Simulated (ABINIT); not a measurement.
PtSe2 (Sudovikovite):

```
Pt Se
1.0
     3.72400    0.00000    0.00000
    -1.86200    3.22508    0.00000
     0.00000    0.00000    5.06200
Pt Se
1 2
Direct
  0.00000 0.00000 0.00000
  0.66667 0.33333 0.75000
  0.33333 0.66667 0.25000
```

| Quantity | Value |
| --- | --- |
| Program | ABINIT 10.8.3 (patched build) |
| Task | relaxation of cell and atoms |
| Functional | LDA |
| Potentials or basis | JTH PAW LDA v2.0 |
| Cutoff | 435 eV |
| k mesh | 8 × 8 × 5 |
| Occupations | fermi-dirac, width 0.05 eV |
| Spin | no spin polarisation |

At the start: pressure -0.0 GPa; volume 20.27 Å³/atom.

Problem. Where does the relaxation end?

Solution. Over 10 steps the energy falls by 13.8 meV/atom and the volume is 19.21 Å³/atom (-5.2 %); space group P-3m1 (No. 164, to 0.05 Å).

The path:
| step | energy change (eV) | largest force (eV/Å) | pressure (GPa) | volume (Å³) |
| --- | --- | --- | --- | --- |
| 1 | 0.0000 | 0.2712 | -0.02 | 60.80 |
| 2 | -0.0018 | 0.2425 | -0.24 | 60.79 |
| 3 | 0.1523 | 1.4152 | -7.08 | 58.00 |
| 4 | -0.0175 | 0.0979 | -1.01 | 60.16 |
| 5 | -0.0242 | 0.1235 | -0.50 | 59.60 |
| 6 | -0.0358 | 0.1414 | 2.10 | 56.63 |
| 7 | -0.0403 | 0.1186 | 0.47 | 57.77 |
| 8 | -0.0411 | 0.0684 | 0.33 | 57.66 |
| 9 | -0.0415 | 0.0007 | 0.02 | 57.62 |
| 10 | -0.0415 | 0.0001 | 0.00 | 57.64 |

Final structure:
```
Pt Se
1.0
     3.74208    0.00000    0.00000
    -1.87104    3.24074    0.00000
     0.00000    0.00000    4.75285
Pt Se
1 2
Direct
  0.00000 0.00000 0.00000
  0.66667 0.33333 0.73329
  0.33333 0.66667 0.26671
```

Caveat: the atomic spheres overlap.
